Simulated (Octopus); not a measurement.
Runs of Octopus 16.4 on Al. Symmetry: Fm-3m, No. 225, cubic system. Conventional cell: a = 4.050 Å, b = 4.050 Å, c = 4.050 Å, α = 90.00°, β = 90.00°, γ = 90.00°. Around Al (site symmetry m-3m) lie 12 Al at 2.86 Å. 

| task | level | potentials or basis | grid spacing | gap on the mesh (eV) | V0 of scaled cells (Å³/atom) | B0 (GPa) |
| --- | --- | --- | --- | --- | --- | --- |
| equation of state | PBEsol | pseudodojo_pbesol (PseudoDojo 0.4, PBEsol) | - | - | (a) | 85 |
| equation of state | PBE | pseudodojo_pbe (PseudoDojo 0.5, PBE) | - | - | 16.45 | 82 |
| single point | PBEsol | pseudodojo_pbesol (PseudoDojo 0.4, PBEsol) | 0.191 Å | none | - | - |
| single point | PBE | pseudodojo_pbe (PseudoDojo 0.5, PBE) | 0.191 Å | none | - | - |

Alike in all rows: no spin polarisation; cell as given; k mesh 11 × 11 × 11; smearing fermi-dirac 0.05 eV.

Q: Estimate the missing entries.

A: (a) 16.18.

Caveats: the number of grid points is fixed, so the spacing changes with the cell, which shifts volumes and moduli (some runs).

A k mesh can miss the band edges.

A gap of «none» marks a metal or a gap under the smearing width.

Not every run made on this cell is shown here.
